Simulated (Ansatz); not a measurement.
## SiC under pressure

These are results of DFT PBE, scalar-relativistic, plane waves, PAW in Ansatz 0.2.0, not measurements. Cutoff 420 eV, 12×12×12 k-points (Γ-centred), fixed occupations. No spin polarisation. Phonons by linear response, acoustic sum rule imposed.

The cell, relaxed at this level:
```
CELL_PARAMETERS angstrom
0.00000 2.18986 2.18986
2.18986 0.00000 2.18986
2.18986 2.18986 0.00000
ATOMIC_POSITIONS crystal
Si 0.00000 0.00000 0.00000
C 0.75000 0.75000 0.75000
```

Optical modes at Γ (cm⁻¹) at zero pressure: 775.

Under hydrostatic pressure the same modes lie at 831 cm⁻¹. What is the pressure, and how much has the cell shrunk?

## Answers

15 GPa; the volume is 6.1 % smaller.

Cost: 2 runs of about 0.8 core-minutes in all, on Intel Xeon Platinum 8488C (Sapphire Rapids) (shared hosts).